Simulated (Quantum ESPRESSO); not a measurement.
The system is Tc.

```
Tc
1.0
     2.74000    0.00000    0.00000
    -1.37000    2.37291    0.00000
     0.00000    0.00000    4.39800
Tc
2
Direct
  0.66667 0.33333 0.75000
  0.33333 0.66667 0.25000
```

Base run:

| Quantity | Value |
| --- | --- |
| Program | Quantum ESPRESSO 7.5 |
| Functional | PBE |
| Potentials or basis | Ansatz NC SR PBE |
| Cutoff | 1143 eV |
| Density cutoff | 4572 eV |
| k mesh | 11 × 11 × 6 |
| Occupations | fermi-dirac, width 0.05 eV |
| Spin | no spin polarisation |

Its results: band gap on the k mesh none (metal or under the smearing width); pressure 2.9 GPa.

The run is repeated on the same cell with these changes: potentials or basis from Ansatz NC SR PBE to JTH 2.0 PBE; cutoff from 1143 eV to 490 eV; density cutoff from 4572 eV to 2939 eV. What comes out?

Band gap on the k mesh none (metal or under the smearing width); pressure 2.4 GPa.

Caveats: the cutoff is low for these files, which shifts pressure and relaxed volume (some runs).

Not every run made on this cell is shown here.
